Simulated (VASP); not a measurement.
Input of a VASP 6.6.1 run:

Contents of INCAR:

```
SYSTEM = Li8F7
PREC     = Accurate       ! precision mode
ENCUT    = 520            ! plane-wave cutoff, eV
EDIFF    = 1E-6           ! SCF threshold, eV
ISMEAR   = -1             ! smearing method
SIGMA    = 0.05           ! smearing width, eV
LREAL    = Auto         
LASPH    = .True.         ! aspherical terms in the spheres
NELM     = 100            ! most SCF steps
ALGO     = Normal         ! electronic algorithm
ISIF     = 2              ! what is computed and relaxed
LWAVE    = .False.        ! write WAVECAR
LCHARG   = .False.        ! write CHGCAR
GGA      = PE             ! functional
NBANDS   = 50             ! bands
```

KPOINTS

```
Automatic mesh
0
Gamma
  3 3 3
  0 0 0
```

POSCAR

```
Li8F7
1.0
    0.0000000000      3.9860861000      3.9860861000
    3.9860861000      0.0000000000      3.9860861000
    3.9860861000      3.9860861000      0.0000000000
Li F
8 7
Direct
    0.0276870587     -0.0164785703      0.0096621094
   -0.0018054051      0.0194966938      0.5035070617
   -0.0198998461      0.5149001924     -0.0055188221
   -0.0018003876      0.4831863767      0.5035017934
    0.5044814511      0.0343854840     -0.0028650911
    0.5072093149     -0.0121585432      0.5215000248
    0.5044696601      0.4683851410     -0.0028816487
    0.4920435612      0.5191945051      0.4739463606
    0.2488461050      0.2513320021      0.2528675936
    0.2476972336      0.2672331890      0.7373123476
    0.3675506407      0.7513283519      0.1341718384
    0.2477018748      0.7521392977      0.7373099643
    0.7644055907      0.2354403484      0.2540046739
    0.7526101857      0.2513362669      0.7490964633
    0.7644054653      0.7505322075      0.2540050502
```

Potentials or basis: VASP PAW PBE potentials, release 64 (Li_sv, F).

The run is started by

```sh
$ cat potpaw_PBE.64/Li_sv/POTCAR potpaw_PBE.64/F/POTCAR > POTCAR
$ mpirun -np 1 vasp_std > vasp.out
```

Q: Estimate the band gap on the k mesh.

A: None (metal or under the smearing width).

Q: Predict the largest force.

A: 1.423 eV/Å.

Forces in eV/Å, atoms in the order of the input:
```
Li  -0.034 -0.082  0.035
Li  -0.070 -0.002 -0.003
Li  -0.100  0.144  0.101
Li   0.000  0.000  0.068
Li  -0.221  0.000 -0.038
Li  -0.100 -0.144  0.100
Li   0.041  0.001  0.220
Li  -0.034  0.084  0.033
F   -0.056  0.000  0.055
F   -0.105  0.023  0.082
F    1.006 -0.001 -1.007
F   -0.081  0.024  0.106
F   -0.083 -0.023  0.106
F   -0.061  0.000  0.061
F   -0.102 -0.024  0.081
```

Caveat: the k mesh is coarse (spacing up to 0.46 Å⁻¹), so the values aren't converged; an odd number of electrons without spin polarisation forces a metal; a magnetic or distorted state may lie lower.
